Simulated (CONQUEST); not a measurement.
**Sn under changes of volume**

One of the cells (33.803 Å³/atom); the others are scaled copies at fixed shape and fractional positions:

```xyz
4
Lattice="4.5726 0.0000 0.0000 0.0000 4.5726 0.0000 0.0000 0.0000 6.4667" Properties=species:S:1:pos:R:3 pbc="T T T"
Sn    0.0000    2.2863    1.6167
Sn    2.2863    0.0000    4.8500
Sn    0.0000    0.0000    3.2333
Sn    2.2863    2.2863    0.0000
```

This isn't the form of Sn at room conditions, which is tetragonal (white tin).

| Property | Result |
| --- | --- |
| Program | CONQUEST 1.3 |
| Functional | PBE |
| Potentials or basis | PseudoDojo NC PBE, DZP, grid of 48 × 48 × 64 points |
| k mesh | 6 × 6 × 4 |
| Occupations | fermi-dirac, width 0.05 eV |
| Spin | no spin polarisation |

```csv
volume (Å³/atom),energy over the lowest point (meV/atom),pressure (GPa)
31.775,97.54,7.2
32.451,69.47,6.1
33.127,46.33,4.9
33.803,?,?
34.479,15.03,2.6
35.155,5.78,1.8
35.831,0.00,1.0
```

What does the run at 33.803 Å³/atom give?

Energy over the lowest point 28.10 meV/atom; pressure 3.7 GPa.

Worked out: A Birch-Murnaghan fit of order 3 (a polynomial in V^(-2/3)) to the other rows has its minimum at 36.65 Å³/atom, just outside them, with B0 = V·E''(V) = 39 GPa and B' = 3.9. It gives 28.51 meV/atom at 33.803 Å³/atom, against the run's 28.10, and -dE/dV = 3.7 GPa, against 3.7.

Energies are extrapolated to zero smearing.

Caveats: the basis of atomic orbitals isn't converged, which shifts pressures, moduli and gaps; the real-space grid breaks the cell's symmetry a little (some runs).
